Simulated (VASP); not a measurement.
# TiN (Osbornite) (Fm-3m) in VASP: notebook, part 2 of 3

VASP 6.6.1. The steps go on from the part before.

## 3. Relaxation of cell and atoms, PBEsol

This run uses another cell than the first one, of 9.51 Å³/atom, 1.023 times its volume.

Input file INCAR:

```
  PREC = Accurate
  ENCUT = 600
  EDIFF = 1E-6
  ISMEAR = 1
  SIGMA = 0.1
  LREAL = False
  LASPH = True
  NELM = 80
  ALGO = Normal
  ISIF = 3
  LWAVE = False
  LCHARG = False
  GGA = PS
  IBRION = 2
  NSW = 90
  EDIFFG = -0.01
```

Input file KPOINTS:

```
regular mesh
0
Gamma
  16 16 16
```

Input file POSCAR:

```
TiN
1.0
    0.0000000000      2.1190000000      2.1190000000
    2.1190000000      0.0000000000      2.1190000000
    2.1190000000      2.1190000000      0.0000000000
Ti N
1 1
Direct
    0.0000000000      0.0000000000      0.0000000000
    0.5000000000      0.5000000000      0.5000000000
```

Potentials or basis: VASP PAW PBE potentials, release 64 (Ti_sv, N).

Started as:

```bash
> cat potpaw_PBE.64/Ti_sv/POTCAR potpaw_PBE.64/N/POTCAR > POTCAR
> mpirun -np 1 vasp_std > vasp.out
```

OUTCAR:

```text
PREC = Accurate
   ENCUT = 600
   EDIFF = 1E-6
   ISMEAR = 1
   LREAL = False
   LASPH = True
   NELM = 80
   ISIF = 3
   GGA = PS
   IBRION = 2
   NSW = 90
   EDIFFG = -0.01

 ion  position               nearest neighbor table
   1  0.000  0.000  0.000-   2 2.12   2 2.12   2 2.12   2 2.12   2 2.12   2 2.12
   2  0.500  0.500  0.500-   1 2.12   1 2.12   1 2.12   1 2.12   1 2.12   1 2.12

  LATTYP: Found a face centered cubic cell.
 ALAT       =     4.2380000000

  Lattice vectors:

 A1 = (   0.0000000000,   2.1190000000,   2.1190000000)
 A2 = (   2.1190000000,   0.0000000000,   2.1190000000)
 A3 = (   2.1190000000,   2.1190000000,   0.0000000000)

Analysis of symmetry for initial positions (statically):
=====================================================================
 Subroutine PRICEL returns:
 Original cell was already a primitive cell.

 Routine SETGRP: Setting up the symmetry group for a
 face centered cubic supercell.

 Subroutine GETGRP returns: Found 48 space group operations
 (whereof 48 operations were pure point group operations)
 out of a pool of 48 trial point group operations.

The static configuration has the point symmetry O_h .

Analysis of symmetry for dynamics (positions and initial velocities):
=====================================================================
 Subroutine PRICEL returns:
 Original cell was already a primitive cell.

 Routine SETGRP: Setting up the symmetry group for a
 face centered cubic supercell.

 Subroutine GETGRP returns: Found 48 space group operations
 (whereof 48 operations were pure point group operations)
 out of a pool of 48 trial point group operations.

The dynamic configuration has the point symmetry O_h .

 Subroutine INISYM returns: Found 48 space group operations
 (whereof 48 operations are pure point group operations),
 and found     1 'primitive' translations

----------------------------------------------------------------------------------------

                                     Primitive cell

  volume of cell :      19.0293

  direct lattice vectors                    reciprocal lattice vectors
     0.000000000  2.119000000  2.119000000    -0.235960359  0.235960359  0.235960359
     2.119000000  0.000000000  2.119000000     0.235960359 -0.235960359  0.235960359
     2.119000000  2.119000000  0.000000000     0.235960359  0.235960359 -0.235960359

  length of vectors
     2.996718539  2.996718539  2.996718539     0.408695330  0.408695330  0.408695330

  position of ions in fractional coordinates (direct lattice)
     0.000000000  0.000000000  0.000000000
     0.500000000  0.500000000  0.500000000

  ion indices of the primitive-cell ions
   primitive index   ion index
                 1           1
                 2           2

----------------------------------------------------------------------------------------

 KPOINTS: regular mesh

Automatic generation of k-mesh.
 Grid dimensions read from file:
[... 48 lines left out ...]
   number of dos      NEDOS =    301   number of ions     NIONS =      2
   total plane-waves  NPLWV =  13824
   dimension x,y,z NGX =    24 NGY =   24 NGZ =   24
   dimension x,y,z NGXF=    48 NGYF=   48 NGZF=   48
   ions per type =               1   1
   NGX,Y,Z   is equivalent  to a cutoff of  13.31, 13.31, 13.31 a.u.
   NGXF,Y,Z  is equivalent  to a cutoff of  26.63, 26.63, 26.63 a.u.
 SYSTEM =  unknown system
   PREC   = accura    normal or accurate (medium, high low for compatibility)
   ISTART =      0    job   : 0-new  1-cont  2-samecut
   ICHARG =      2    charge: 1-file 2-atom 10-const
   ISPIN  =      1    spin polarized calculation?
   LNONCOLLINEAR =      F non collinear calculations
   LSORBIT =      F    spin-orbit coupling
   LASPH  =      T    aspherical Exc in radial PAW
   ENCUT  =  600.0 eV  44.10 Ry    6.64 a.u.   5.99  5.99  5.99*2*pi/ulx,y,z
   NELM   =     80;   NELMIN=  2; NELMDL= -5     # of ELM steps
   EDIFF  = 0.1E-05   stopping-criterion for ELM
   LREAL  =      F    real-space projection
   EDIFFG = -.1E-01   stopping-criterion for IOM
   NSW    =     90    number of steps for IOM
   IBRION =      2    ionic relax: 0-MD 1-quasi-New 2-CG
   NFREE  =      1    steps in history (QN), initial steepest desc. (CG)
   ISIF   =      3    stress and relaxation
   ISYM   =      2    0-nonsym 1-usesym 2-fastsym
   POTIM  = 0.5000    time-step for ionic-motion
   TEBEG  =    0.0;   TEEND  =   0.0 temperature during run
   PSTRESS=    0.0 pullay stress
   NELECT =      17.0000    total number of electrons
   NUPDOWN=      -1.0000    fix difference up-down
   EMIN   =  10.00;   EMAX   =-10.00  energy-range for DOS
   EFERMI =   0.00;   METHOD = LEGACY
   ISMEAR =     1;   SIGMA  =   0.10  broadening in eV -4-tet -1-fermi 0-gaus
   EFERMI_NEDOS =   21; number of points for ismear=-14 and -15
   IALGO  =     38    algorithm
   IMIX   =      4    mixing-type and parameters
     AMIX     =   0.40;   BMIX     =  1.00
     AMIX_MAG =   1.60;   BMIX_MAG =  1.00
  volume/ion in A,a.u.               =       9.51        64.21
  Fermi-wavevector in a.u.,A,eV,Ry     =   1.576704  2.979539 33.824024  2.485996
  Thomas-Fermi vector in A             =   2.677497
   LORBIT       =      0    0 simple, 1 ext, 2 COOP (PROOUT), +10 PAW based schemes
   GGA     = PS    functional components
   LHFCALC =     F    Hartree Fock is set to
   AEXX    =    0.0000 exact exchange contribution
   IVDW    =     0    specifies the selected vdW correction
   LEPSILON=     F    determine dielectric tensor
   LRPA    =     F    only Hartree local field effects (RPA)
 conjugate gradient relaxation of ions
 non-spin polarized calculation
 Methfessel and Paxton  Order N= 1 SIGMA  =   0.10
  energy-cutoff  :      600.00
  volume of cell :       19.03
 maximum number of plane-waves:       652
   NGX = 11   NGY = 11   NGZ = 11

--------------------------------------- Ionic step        1  -------------------------------------------

 number of electron      17.0000001 magnetization

 Free energy of the ion-electron system (eV)
  ---------------------------------------------------
  ext. energy  EPLUGINS =         0.00000000
  ---------------------------------------------------
  free energy    TOTEN  =       -20.77361488 eV

  energy without entropy =      -20.77224881  energy(sigma->0) =      -20.77315952

------------------------ aborting loop because EDIFF is reached ----------------------------------------

  FORCE on cell =-STRESS in cart. coord.  units (eV):
  Direction    XX          YY          ZZ          XY          YZ          ZX
  --------------------------------------------------------------------------------------
  -------------------------------------------------------------------------------------
  Total       -0.7814337     -0.7814337     -0.7814337      0.0000000     -0.0000000     -0.0000000
  in kB      -65.7930272    -65.7930272    -65.7930272      0.0000000     -0.0000000     -0.0000000
  external PRESSURE =     -65.7930272 kB  Pullay stress =       0.0000000 kB
[... 59 lines left out ...]
--------------------------------------- Ionic step        3  -------------------------------------------

 number of electron      16.9999998 magnetization

 Free energy of the ion-electron system (eV)
  ---------------------------------------------------
  ext. energy  EPLUGINS =         0.00000000
  ---------------------------------------------------
  free energy    TOTEN  =       -20.78267513 eV

  energy without entropy =      -20.78127858  energy(sigma->0) =      -20.78220961

 E-fermi :  11.6677     XC(G=0): -13.3641

 val. band max:       11.6642060366   @ k =   0.3750   0.1250   0.0000
 cond. band min:      11.6688056064   @ k =  -0.1875   0.0625   0.0000
 fundamental gap:      0.0045995698
 Fermi energy:        11.6677403888

 k-point     1 :       0.0000    0.0000    0.0000
  band No.  band energies     occupation
      1     -45.9141      2.00000
      2     -21.9748      2.00000
      3     -21.9748      2.00000
      4     -21.9748      2.00000
      5      -5.5389      2.00000
      6       9.6066      2.00000
      7       9.6066      2.00000
      8       9.6066      2.00000
      9      11.0042      2.00000
     10      11.0042      2.00000
     11      11.0042      2.00000
     12      12.2525     -0.00000
[... 331 lines left out ...]
 k-point    24 :      -0.0625    0.0625    0.0000
  band No.  band energies     occupation
      1     -45.9032      2.00000
      2     -22.0442      2.00000
      3     -21.9925      2.00000
      4     -21.9758      2.00000
      5      -5.3276      2.00000
      6       8.4982      2.00000
      7       8.7231      2.00000
      8       9.0445      2.00000
      9      11.1265      2.00000
     10      11.4370      2.00524
     11      11.5494      2.07037
     12      12.7134     -0.00000

 [... further k-points ...]
[... 5 lines left out ...]
  --------------------------------------------------------------------------------------
  -------------------------------------------------------------------------------------
  Total       -0.0030897     -0.0030897     -0.0030897     -0.0000000     -0.0000000      0.0000000
  in kB       -0.2661418     -0.2661418     -0.2661418     -0.0000000     -0.0000000      0.0000000
  external PRESSURE =      -0.2661418 kB  Pullay stress =       0.0000000 kB
[... 17 lines left out ...]
  FREE ENERGIE OF THE ION-ELECTRON SYSTEM (eV)
  ---------------------------------------------------
  free  energy   TOTEN  =       -20.7826751251 eV

  energy  without entropy=      -20.7812785796  energy(sigma->0) =      -20.78220961

 reached required accuracy - stopping structural energy minimisation
```

OSZICAR:

```text
N       E                     dE             d eps       ncg     rms          rms(c)
DAV:   1     0.152955444897E+03    0.15296E+03   -0.97056E+03  3484   0.186E+03
DAV:   2    -0.118700267165E+02   -0.16483E+03   -0.15795E+03  3648   0.447E+02
DAV:   3    -0.250280242378E+02   -0.13158E+02   -0.12792E+02  4292   0.124E+02
[... 33 lines left out ...]
DAV:   6    -0.207808198526E+02   -0.42203E-03   -0.29223E-04  3900   0.143E-01    0.173E-01
DAV:   7    -0.207826143192E+02   -0.17945E-02   -0.30248E-03  4308   0.473E-01    0.488E-02
DAV:   8    -0.207826428271E+02   -0.28508E-04   -0.68649E-04  4392   0.222E-01    0.300E-02
DAV:   9    -0.207826724476E+02   -0.29620E-04   -0.58778E-05  4648   0.542E-02    0.198E-02
DAV:  10    -0.207826756674E+02   -0.32198E-05   -0.13000E-05  4424   0.271E-02    0.127E-02
DAV:  11    -0.207826751251E+02    0.54230E-06   -0.15408E-06  2308   0.161E-02
   3 F= -.20782675E+02 E0= -.20782210E+02  d E =-.906025E-02
```

Run time: 83 s. Hardware: 1 thread of Intel Xeon Platinum 8375C at 2.90GHz (Ice Lake), shared host; peak memory 0.18 GiB.

Results:

```
Free energy                            : -20.7827 eV
Relaxed volume                         : 9.30 Å³/atom
Relaxed cell                           : a = 2.974 Å, b = 2.974 Å, c = 2.974 Å, α = 60.00°, β = 60.00°, γ = 60.00°
Space group after relaxing (to 0.05 Å) : Fm-3m (No. 225)
Energy gained by relaxing              : 4.5 meV/atom
Ionic steps                            : 3
Pressure after relaxing                : 0.0 GPa
Band gap on the k mesh                 : none (metal or under the smearing width)
```

The path:
| step | energy change (eV) | largest force (eV/Å) | pressure (GPa) | volume (Å³) |
| --- | --- | --- | --- | --- |
| 1 | 0.0000 | 0.0000 | -6.58 | 19.03 |
| 2 | 0.0115 | 0.0000 | 10.91 | 17.97 |
| 3 | -0.0091 | 0.0000 | -0.03 | 18.60 |

Final structure:
```cif
data_structure
_symmetry_space_group_name_H-M 'P 1'
_symmetry_Int_Tables_number 1
_cell_length_a 2.9740
_cell_length_b 2.9740
_cell_length_c 2.9740
_cell_angle_alpha 60.000
_cell_angle_beta 60.000
_cell_angle_gamma 60.000
_cell_volume 18.60
loop_
_atom_site_label
_atom_site_type_symbol
_atom_site_fract_x
_atom_site_fract_y
_atom_site_fract_z
_atom_site_occupancy
Ti1 Ti 0.00000 0.00000 0.00000 1
N1 N 0.50000 0.50000 0.50000 1
```

Levels at points of the mesh, in eV from the Fermi level:
```csv
k point,band 6,band 7,band 8,band 9,band 10,band 11,band 12
"(0.00, 0.00, 0.00)",-2.06,-2.06,-2.06,-0.66,-0.66,-0.66,0.58
"(0.50, 0.00, 0.00)",-8.28,-5.63,-5.63,1.76,1.76,2.47,5.97
"(0.50, 0.50, 0.00)",-5.91,-3.26,-3.26,-3.24,1.70,2.50,2.50
```

Caveat: the PAW data sets were made with another functional, which shifts forces and pressure a little.

(Continued in part 3 of 3.)
